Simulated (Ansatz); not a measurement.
Structure relaxation of Pt

Theory: Ansatz 0.2.0, DFT PBE, scalar-relativistic, plane waves, PAW. Cutoff 420 eV, Γ-centred k mesh, Gaussian smearing, no spin polarisation in the final step.

The start puts Pt on the trigonal selenium structure type (P3_121, No. 152), at a guessed volume.

```xyz
3
Lattice="3.6656 0.0000 0.0000 -1.8328 3.1745 0.0000 0.0000 0.0000 4.1588" Properties=species:S:1:pos:R:3 pbc="T T T"
Pt    0.8262    0.0000    1.3863
Pt   -0.4131    0.7155    2.7725
Pt    1.4197    2.4590    0.0000
```

Cell and atoms relax at zero pressure; the relaxation can't lower the symmetry of the start. After a coarse first stage the cell is made exact in the group found at 0.06 Å.

Energies count from the standard state of Pt at the same level.

(1) Which crystal results?

(2) What are its volume, energy, density and gap?

Answers

(1) It ends in Pm-3m (No. 221). The result has the simple cubic structure. Conventional cell: a = 2.624 Å. Pt is coordinated by 6 Pt at 2.62 Å.

Space group Pm-3m (No. 221). a = 2.624 Å, b = 2.624 Å, c = 2.624 Å, α = 90.00°, β = 90.00°, γ = 90.00°
```csv
atom,site,symmetry,x,y,z
Pt,1b,m-3m,0.5000,0.5000,0.5000
```

(2) The volume per atom is 18.07 Å³. The density is 17.93 g/cm³. The energy over the standard structure is 0.46 eV/atom and the gap on the 21×21×21 mesh is 0 eV (a metal).

The final run used a 21×21×21 mesh on its 1-atom cell and 0.10 eV smearing. For metals, differences of a few meV/atom aren't resolved. Spin–orbit coupling is left out. Symmetry constrained the relaxation, so the result can be a saddle point. The steps took roughly 100 core-seconds in all.

This simple cubic form isn't the element's structure at ambient conditions.